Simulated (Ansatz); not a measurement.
A run of Ansatz 0.2.0 is set up as follows.

The input input.yaml:

```yaml
crystal:
  lattice:
    - [6.3616090156, 0.0, 0.0]
    - [0.0, 3.48040306, 0.0]
    - [-0.0857412231, 0.0, 36.1758904685]
  atoms:
    - { symbol: Te, position: [0.4292511, 0.75, 0.54070358] }
    - { symbol: Te, position: [0.5707489, 0.25, 0.45929642] }
    - { symbol: Te, position: [0.92084787, 0.25, 0.55652732] }
    - { symbol: Te, position: [0.07915213, 0.75, 0.44347268] }
    - { symbol: Mo, position: [0.18134756, 0.25, 0.49746537] }
    - { symbol: Mo, position: [0.81865244, 0.75, 0.50253463] }
hamiltonian:
  xc: pbe
  pseudopotentials: { kind: paw }
kpoints:
  mp_grid: { grid: [4, 8, 1] }
scf:
  occupations: { method: gaussian, width: 0.013 }
output:
  forces: true
  stress: true
  eigenvalues: true
```

Potentials or basis: Ansatz PAW.

Launch:

```bash
$ ansatz run input.yaml --threads 2 --pin off --max-ram 5632MiB --backend cpu --events-out ev --progress --plain --runs-dir out
```

Q: Estimate the band gap on the k mesh.

A: None (metal or under the smearing width).

Q: What does it give for the largest force?

A: 0.251 eV/Å.

Stress tensor (GPa, compression positive):
```
0.11 0.00 0.01
0.00 0.02 0.00
0.01 0.00 0.24
```

Spin-orbit coupling is left out, which matters for the levels of Te.
